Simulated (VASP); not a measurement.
# HgTe (Coloradoite) (F-43m) in VASP: a series of runs, part 2 of 2

VASP 6.6.1. Earlier steps stand in the parts before.

## Step 5: Band structure, LDA

This run uses another cell than the first one, of 34.58 Å³/atom, 1.032 times its volume.

INCAR reads:

```
SYSTEM = HgTe
  PREC = Accurate
  ENCUT = 520
  EDIFF = 1E-7
  ISMEAR = 0
  SIGMA = 0.03
  LREAL = .False.
  LASPH = .True.
  NELM = 80
  ALGO = Normal
  ISIF = 2
  LWAVE = .False.
  LCHARG = .False.
  NBANDS = 16
```

KPOINTS reads:

```
regular mesh
0
Gamma
  10 10 10
  0 0 0
```

POSCAR reads:

```
HgTe                                    
1.0
    0.0000000000      3.2580088205      3.2580088205
    3.2580088205      0.0000000000      3.2580088205
    3.2580088205      3.2580088205      0.0000000000
  Hg              Te            
     1     1
Direct
     0.0000000000000000    0.0000000000000000    0.0000000000000000
     0.2500000000000000    0.2500000000000000    0.2500000000000000
```

KPOINTS_OPT is that of step 4.

Potentials or basis: VASP PAW LDA potentials, release 64 (Hg, Te).

Command:

```bash
$ cat potpaw_LDA.64/Hg/POTCAR potpaw_LDA.64/Te/POTCAR > POTCAR
$ mpirun -np 1 vasp_std > vasp.out
```

Wall time 83 s (1 thread of Intel Xeon Platinum 8488C (Sapphire Rapids), shared host); peak memory 0.23 GiB.

It converged, with:

```yaml
Free_energy: -5.0290 eV
Pressure: -1.4 GPa
Band_gap_along_the_path: none (metal or under the smearing width)
```

Levels at the corners of the path, in eV from the Fermi level:
| point | band 7 | band 8 | band 9 | band 10 | band 11 | band 12 |
| --- | --- | --- | --- | --- | --- | --- |
| Γ | -0.93 | -0.01 | -0.01 | -0.01 | 4.19 | 4.19 |
| X | -5.36 | -2.20 | -2.20 | 1.82 | 2.37 | 7.92 |
| X | -5.36 | -2.20 | -2.20 | 1.82 | 2.37 | 7.92 |
| W | -5.43 | -2.59 | -2.49 | 3.01 | 4.50 | 5.14 |
| W | -5.43 | -2.59 | -2.49 | 3.01 | 4.50 | 5.14 |
| K | -5.38 | -2.84 | -1.83 | 2.15 | 3.90 | 6.85 |
| K | -5.38 | -2.84 | -1.83 | 2.15 | 3.90 | 6.85 |
| Γ | -0.93 | -0.01 | -0.01 | -0.01 | 4.19 | 4.19 |
| Γ | -0.93 | -0.01 | -0.01 | -0.01 | 4.19 | 4.19 |
| L | -5.40 | -0.96 | -0.96 | 0.59 | 4.97 | 4.97 |
| L | -5.40 | -0.96 | -0.96 | 0.59 | 4.97 | 4.97 |
| U | -5.38 | -2.84 | -1.83 | 2.15 | 3.90 | 6.85 |
| U | -5.38 | -2.84 | -1.83 | 2.15 | 3.90 | 6.85 |
| W | -5.43 | -2.59 | -2.49 | 3.01 | 4.50 | 5.14 |
| W | -5.43 | -2.59 | -2.49 | 3.01 | 4.50 | 5.14 |
| L | -5.40 | -0.96 | -0.96 | 0.59 | 4.97 | 4.97 |
| L | -5.40 | -0.96 | -0.96 | 0.59 | 4.97 | 4.97 |
| K | -5.38 | -2.84 | -1.83 | 2.15 | 3.90 | 6.85 |
| U | -5.38 | -2.84 | -1.83 | 2.15 | 3.90 | 6.85 |
| X | -5.36 | -2.20 | -2.20 | 1.82 | 2.37 | 7.92 |

Caveat: spin-orbit coupling is left out, which moves the levels of the heavy elements.

## Step 6: Band structure, r2SCAN

This run uses another cell than the first one, of 34.58 Å³/atom, 1.032 times its volume.

Changes to INCAR since step 5:

```diff
@@ -13,2 +13,4 @@
   LCHARG = .False.
+  METAGGA = R2SCAN
+  LMIXTAU = .True.
   NBANDS = 16
```

KPOINTS is that of step 5.

POSCAR is that of step 5.

KPOINTS_OPT is that of step 5.

Potentials or basis: VASP PAW PBE potentials, release 64 (Hg, Te).

Command:

```bash
$ cat potpaw_PBE.64/Hg/POTCAR potpaw_PBE.64/Te/POTCAR > POTCAR
$ mpirun -np 1 vasp_std > vasp.out
```

OUTCAR:

```text
SYSTEM = HgTe
   PREC = Accurate
   ENCUT = 520
   EDIFF = 1E-7
   ISMEAR = 0
   LREAL = .False.
   LASPH = .True.
   NELM = 80
   ISIF = 2
   METAGGA = R2SCAN

 ion  position               nearest neighbor table
   1  0.000  0.000  0.000-   2 2.82   2 2.82   2 2.82   2 2.82
   2  0.250  0.250  0.250-   1 2.82   1 2.82   1 2.82   1 2.82

  LATTYP: Found a face centered cubic cell.
 ALAT       =     6.5160176410

  Lattice vectors:

 A1 = (   0.0000000000,   3.2580088205,   3.2580088205)
[... 645 lines left out ...]

  FORCE on cell =-STRESS in cart. coord.  units (eV):
  Direction    XX          YY          ZZ          XY          YZ          ZX
  --------------------------------------------------------------------------------------
  -------------------------------------------------------------------------------------
  Total        0.5107433      0.5107433      0.5107433      0.0000000      0.0000000     -0.0000000
  in kB       11.8311385     11.8311385     11.8311385      0.0000000      0.0000000     -0.0000000
  external PRESSURE =      11.8311385 kB  Pullay stress =       0.0000000 kB

 VOLUME and BASIS-vectors are now :
 -----------------------------------------------------------------------------
  energy-cutoff  :      520.00
  volume of cell :       69.17
      direct lattice vectors                 reciprocal lattice vectors
     0.000000000  3.258008821  3.258008821    -0.153467970  0.153467970  0.153467970
     3.258008821  0.000000000  3.258008821     0.153467970 -0.153467970  0.153467970
     3.258008821  3.258008821  0.000000000     0.153467970  0.153467970 -0.153467970

 POSITION                                       TOTAL-FORCE (eV/Angst)
 -----------------------------------------------------------------------------------
      0.00000      0.00000      0.00000         0.000000      0.000000      0.000000
      1.62900      1.62900      1.62900        -0.000000     -0.000000     -0.000000
 -----------------------------------------------------------------------------------
    total drift:                                0.000000      0.000000      0.000000

  FREE ENERGIE OF THE ION-ELECTRON SYSTEM (eV)
  ---------------------------------------------------
  free  energy   TOTEN  =       -75.1568848956 eV

  energy  without entropy=      -75.1568386169  energy(sigma->0) =      -75.15686176
```

stdout:

```text
POSCAR found type information on POSCAR HgTe
 POSCAR found :  2 types and       2 ions
 scaLAPACK will be used
 -----------------------------------------------------------------------------
|                                                                             |
|                                                                             |
|     You enforced a specific xc type in the INCAR file but a different       |
|     I HOPE YOU KNOW WHAT YOU ARE DOING!                                     |
|                                                                             |
 -----------------------------------------------------------------------------

 LDA part: xc-table for (None), standard interpolation
 POSCAR, INCAR and KPOINTS ok, starting setup
 FFT: planning ... GRIDC
 FFT: planning ... GRID_SOFT
 FFT: planning ... GRID
 WAVECAR not read
 entering main loop
 Start KPOINTS_OPT (optional k-point list driver)
k-point batch [1-47\202]
k-point batch [48-94\202]
k-point batch [95-141\202]
k-point batch [142-188\202]
k-point batch [189-202\202]
```

It took 6.3 min on 1 thread of Intel Xeon Platinum 8488C (Sapphire Rapids), shared host; peak memory 0.24 GiB.

Results:

```
Free energy             : -75.1569 eV
Pressure                : 1.2 GPa
Band gap along the path : none (metal or under the smearing width)
```

Levels at the corners of the path, in eV from the Fermi level:
| point | band 5 | band 6 | band 7 | band 8 | band 9 | band 10 | band 11 | band 12 | band 13 | band 14 |
| --- | --- | --- | --- | --- | --- | --- | --- | --- | --- | --- |
| Γ | -6.97 | -6.97 | -0.49 | -0.01 | -0.01 | -0.01 | 4.60 | 4.60 | 4.60 | 6.81 |
| X | -6.90 | -6.51 | -5.46 | -2.26 | -2.26 | 2.08 | 2.79 | 8.61 | 9.34 | 9.34 |
| X | -6.90 | -6.51 | -5.46 | -2.26 | -2.26 | 2.08 | 2.79 | 8.61 | 9.34 | 9.34 |
| W | -7.00 | -6.35 | -5.54 | -2.63 | -2.55 | 3.31 | 4.89 | 5.74 | 6.51 | 10.01 |
| W | -7.00 | -6.35 | -5.54 | -2.63 | -2.55 | 3.31 | 4.89 | 5.74 | 6.51 | 10.01 |
| K | -6.94 | -6.43 | -5.48 | -2.89 | -1.88 | 2.47 | 4.30 | 7.40 | 7.61 | 8.11 |
| K | -6.94 | -6.43 | -5.48 | -2.89 | -1.88 | 2.47 | 4.30 | 7.40 | 7.61 | 8.11 |
| Γ | -6.97 | -6.97 | -0.49 | -0.01 | -0.01 | -0.01 | 4.60 | 4.60 | 4.60 | 6.81 |
| Γ | -6.97 | -6.97 | -0.49 | -0.01 | -0.01 | -0.01 | 4.60 | 4.60 | 4.60 | 6.81 |
| L | -6.95 | -6.66 | -5.49 | -0.98 | -0.98 | 0.94 | 5.39 | 5.39 | 7.15 | 8.30 |
| L | -6.95 | -6.66 | -5.49 | -0.98 | -0.98 | 0.94 | 5.39 | 5.39 | 7.15 | 8.30 |
| U | -6.94 | -6.43 | -5.48 | -2.89 | -1.88 | 2.47 | 4.30 | 7.40 | 7.61 | 8.11 |
| U | -6.94 | -6.43 | -5.48 | -2.89 | -1.88 | 2.47 | 4.30 | 7.40 | 7.61 | 8.11 |
| W | -7.00 | -6.35 | -5.54 | -2.63 | -2.55 | 3.31 | 4.89 | 5.74 | 6.51 | 10.01 |
| W | -7.00 | -6.35 | -5.54 | -2.63 | -2.55 | 3.31 | 4.89 | 5.74 | 6.51 | 10.01 |
| L | -6.95 | -6.66 | -5.49 | -0.98 | -0.98 | 0.94 | 5.39 | 5.39 | 7.15 | 8.30 |
| L | -6.95 | -6.66 | -5.49 | -0.98 | -0.98 | 0.94 | 5.39 | 5.39 | 7.15 | 8.30 |
| K | -6.94 | -6.43 | -5.48 | -2.89 | -1.88 | 2.47 | 4.30 | 7.40 | 7.61 | 8.11 |
| U | -6.94 | -6.43 | -5.48 | -2.89 | -1.88 | 2.47 | 4.30 | 7.40 | 7.61 | 8.11 |
| X | -6.90 | -6.51 | -5.46 | -2.26 | -2.26 | 2.08 | 2.79 | 8.61 | 9.34 | 9.34 |

Caveat: the PAW data sets were made with another functional, which shifts forces and pressure a little; spin-orbit coupling is left out, which moves the levels of the heavy elements.

## Step 7: Summary

```csv
task,level,potentials or basis,cell,cutoff (eV),by perturbation theory,pressure (GPa)
phonons,LDA,"VASP PAW LDA potentials, release 64 (Hg, Te)","F-43m, 33.51 Å³/atom",600,no,-
phonons,PBEsol,"VASP PAW PBE potentials, release 64 (Hg, Te)","F-43m, 34.58 Å³/atom",600,no,-
band structure,PBE,"VASP PAW PBE potentials, release 64 (Hg, Te)","F-43m, 34.58 Å³/atom",520,-,2.5
band structure,LDA,"VASP PAW LDA potentials, release 64 (Hg, Te)","F-43m, 34.58 Å³/atom",520,-,-1.4
band structure,r2SCAN,"VASP PAW PBE potentials, release 64 (Hg, Te)","F-43m, 34.58 Å³/atom",520,-,1.2
```

Alike in all rows: no spin polarisation; k mesh 10 × 10 × 10; smearing gaussian 0.03 eV.

Caveats: spin-orbit coupling is left out, which moves the levels of the heavy elements (some runs); the PAW data sets were made with another functional, which shifts forces and pressure a little (some runs).

Absolute energies hang on the potentials; compare differences alone.
